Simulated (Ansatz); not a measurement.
**MnS at several levels of theory**

One geometry, relaxed with PBE, and single points on it; plane waves with PAW potentials in Ansatz, scalar-relativistic unless the row names spin-orbit coupling. Collinear spin, ending at 5.0 μB a primitive cell. Meshes are on the primitive cell of 2 atoms. Gaps are the least over mesh and band path; pressure is positive in compression. Smearing is Gaussian, 0.10 eV.

```
Mn S
1.0
     0.00000    2.82224    2.82224
     2.82224    0.00000    2.82224
     2.82224    2.82224    0.00000
Mn S
1 1
Direct
  0.00000 0.00000 0.00000
  0.25000 0.25000 0.25000
```

```
level cutoff (eV) k mesh gap (eV) pressure (GPa) largest moment (μB) rough cost with bands (core-min)
  PBE          420  14×14×14         0             0.0                 4.21                                 1
```

What do r2SCAN, PBEsol give on the same cell?

```json
{"level": "r2SCAN", "cutoff (eV)": "500", "k mesh": "14×14×14", "gap (eV)": "0.73", "pressure (GPa)": "0.1", "largest moment (μB)": "4.33", "rough cost with bands (core-min)": "1.9"}
{"level": "PBEsol", "cutoff (eV)": "420", "k mesh": "14×14×14", "gap (eV)": "0", "pressure (GPa)": "-3.1", "largest moment (μB)": "4.18", "rough cost with bands (core-min)": "1.1"}
```

The state reached may not be the lowest one. The cell holds one magnetic atom, so it can only be ferromagnetic; an antiferromagnetic order may lie lower.

This zinc-blende form isn't the usual stable structure of the compound.